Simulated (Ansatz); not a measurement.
**Bi: a sweep of one setting**

```
Bi
1.0
     3.33628   -3.05540    0.00000
     3.33628    3.05540    0.00000
    -1.15098    0.00000    3.09291
Bi
2
Direct
  0.25180 0.25180 0.14900
  0.74820 0.74820 0.85100
```

Atom numbers follow the list: Bi1, Bi2.

Conventional cell: a = 6.673 Å, b = 6.111 Å, c = 3.300 Å, α = 90.00°, β = 110.41°, γ = 90.00°. Bi (atom 1) is surrounded by 6 Bi at 3.15 to 3.31 Å.

The cell is a measured one (Crystallography Open Database entry 8100521); the temperature and pressure of the measurement aren't taken into account, and nothing was relaxed.

No spin–orbit coupling, which matters for the heavy atoms here.

Method: DFT, PBE, all-electron LAPW, scalar-relativistic in Ansatz 0.2.0.

Settings: a Γ-centred 8×8×11 k mesh, Fermi–Dirac smearing of 0.05 eV, basis error target 0.25 meV/atom, no spin polarisation. One setting is then changed at a time.

```json
{"LAPW cutoff (eV)": "231 (base)", "free energy less the base's (meV/atom)": "0.0", "P (GPa)": "4.09", "force Bi1 x (eV/Å)": "-0.051"}
{"LAPW cutoff (eV)": "150", "free energy less the base's (meV/atom)": "2.7", "P (GPa)": "4.12", "force Bi1 x (eV/Å)": "-0.051"}
{"LAPW cutoff (eV)": "180", "free energy less the base's (meV/atom)": "0.6", "P (GPa)": "4.10", "force Bi1 x (eV/Å)": "-0.051"}
{"LAPW cutoff (eV)": "220", "free energy less the base's (meV/atom)": "0.0", "P (GPa)": "4.09", "force Bi1 x (eV/Å)": "-0.051"}
{"LAPW cutoff (eV)": "320", "free energy less the base's (meV/atom)": "-0.1", "P (GPa)": "4.09", "force Bi1 x (eV/Å)": "-0.051"}
```
